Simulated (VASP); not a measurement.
Input of a VASP 6.6.1 run:

The input POSCAR:

```
Ge
1.0
    0.0000000000      2.8290000000      2.8290000000
    2.8290000000      0.0000000000      2.8290000000
    2.8290000000      2.8290000000      0.0000000000
Ge
2
Direct
    0.0000000000      0.0000000000      0.0000000000
    0.2500000000      0.2500000000      0.2500000000
```

Contents of INCAR.step1:

```
PREC = Accurate
ENCUT = 600
EDIFF = 1E-8
ISMEAR = -1
SIGMA = 0.03
LREAL = F
LASPH = T
NELM = 60
ALGO = Fast
ISIF = 3
LWAVE = F
LCHARG = F
NELECT = 27.81208
IBRION = 2
NSW = 40
EDIFFG = -0.002
```

Contents of INCAR.step2:

```
PREC = Accurate
ENCUT = 600
EDIFF = 1E-8
ISMEAR = -1
SIGMA = 0.03
LREAL = F
LASPH = T
NELM = 60
ALGO = Fast
ISIF = 2
LWAVE = F
LCHARG = F
NELECT = 27.81208
IBRION = 8
NSW = 1
```

KPOINTS

```
regular mesh
0
Gamma
  14 14 14
```

Potentials or basis: VASP PAW LDA potentials, release 64 (Ge_d).

Run with:

```sh
$ cat potpaw_LDA.64/Ge_d/POTCAR > POTCAR
$ cp INCAR.step1 INCAR
$ mpirun -np 1 vasp_std > vasp.out
$ cp CONTCAR POSCAR
$ cp INCAR.step2 INCAR
$ mpirun -np 1 vasp_std > vasp.out
```

(1) Estimate the highest phonon frequency at Γ.

(2) What does it give for the relaxed volume?

Results:

(1) 287 cm⁻¹.

(2) 20.44 Å³/atom.

Caveat: the cell is charged against a uniform background, so pressure and absolute levels hang on convention.
